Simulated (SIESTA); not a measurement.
Crystal: PbS.

```
Pb S
1.0
     3.65366    0.00000    0.00000
     0.00000    3.65366    0.00000
     0.00000    0.00000    3.65366
Pb S
1 1
Direct
  0.00000 0.00000 0.00000
  0.50000 0.50000 0.50000
```

Measurements of this composition are mostly on another form, of space group No. 225.

| Quantity | Value |
| --- | --- |
| Program | SIESTA 5.4.2 |
| Task | single point |
| Functional | PBE |
| Potentials or basis | PseudoDojo 0.4 standard (PBE files) |
| Basis | DZP (energy shift 0.002 Ry) |
| Grid cutoff | 500 Ry |
| Energy shift | 0.002 Ry |
| k mesh | 7 × 7 × 7 |
| Occupations | fermi-dirac, width 0.05 eV |
| Spin | no spin polarisation |

On this cell: pressure 0.8 GPa; largest force zero by symmetry; band gap on the k mesh 0.08 eV, indirect (least direct gap 1.43 eV).

The same run follows on a disturbed copy (atoms moved at random, drawn with an rms of 0.05 Å):

```
CELL_PARAMETERS angstrom
3.65366 0.00000 0.00000
0.00000 3.65366 0.00000
0.00000 0.00000 3.65366
ATOMIC_POSITIONS crystal
Pb 0.99557 0.00879 0.99615
S 0.50194 0.49134 0.49616
```

Question: What changes?

Answer: The energy moves by -0.8 meV/atom; pressure 0.8 GPa; largest force 0.043 eV/Å; band gap on the k mesh 0.07 eV, indirect (least direct gap 1.39 eV).

Forces in eV/Å, atoms in the order of the input:
```
Pb  -0.016  0.041  0.000
S    0.015 -0.040  0.001
```

Caveats: semicore shells carry a single zeta, which can move pressures by several GPa and volumes by a few percent; spin-orbit coupling is left out, which as a rule narrows the gap of such compounds by several tenths of an eV; an odd mesh through Γ misses points on the zone boundary, where band edges often lie; the basis of atomic orbitals isn't converged, which shifts pressures, moduli and gaps.
